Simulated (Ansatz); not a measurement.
The system is I.

```
I
1.0
     0.00000    2.36560    3.90984
     2.19225    0.00000    3.90984
     2.19225    2.36560    0.00000
I
1
Cartesian
  0.0000 0.0000 0.0000
```

* Program: Ansatz 0.2.0
* Task: relaxation of cell and atoms
* Functional: BLYP
* Dispersion: D3(BJ)
* Potentials or basis: Ansatz PAW
* Cutoff: 420 eV (not typed: the program's choice for these potentials)
* k mesh: 9 × 9 × 9
* Occupations: fermi-dirac, width 0.05 eV
* Spin: no spin polarisation

At the start: volume 40.55 Å³/atom.

Question: Where does the relaxation end?

Answer: It ends after 7 steps and the volume is 37.52 Å³/atom (-7.5 %); space group I4/mmm (No. 139, to 0.05 Å).

The path:
| step | energy change (eV) | largest force (eV/Å) | volume (Å³) |
| --- | --- | --- | --- |
| 1 | 0.0000 | 0.0000 | 40.55 |
| 2 | -0.0158 | 0.0000 | 39.31 |
| 3 | -0.0232 | 0.0000 | 37.34 |
| 4 | -0.0241 | 0.0000 | 37.41 |
| 5 | -0.0247 | 0.0000 | 37.49 |
| 6 | -0.0247 | 0.0000 | 37.52 |
| 7 | -0.0244 | 0.0000 | 37.52 |

Final structure:
```
CELL_PARAMETERS angstrom
0.00000 2.29524 3.57653
2.28545 0.00000 3.57653
2.28545 2.29524 0.00000
ATOMIC_POSITIONS crystal
I 0.00000 0.00000 0.00000
```

Caveat: the plane-wave basis is chosen anew once the cell has moved, so the energies of steps on either side of that aren't comparable; the PAW data sets come from PBE, with cores solved anew for the run's functional, which leaves a small shift of forces and pressure.
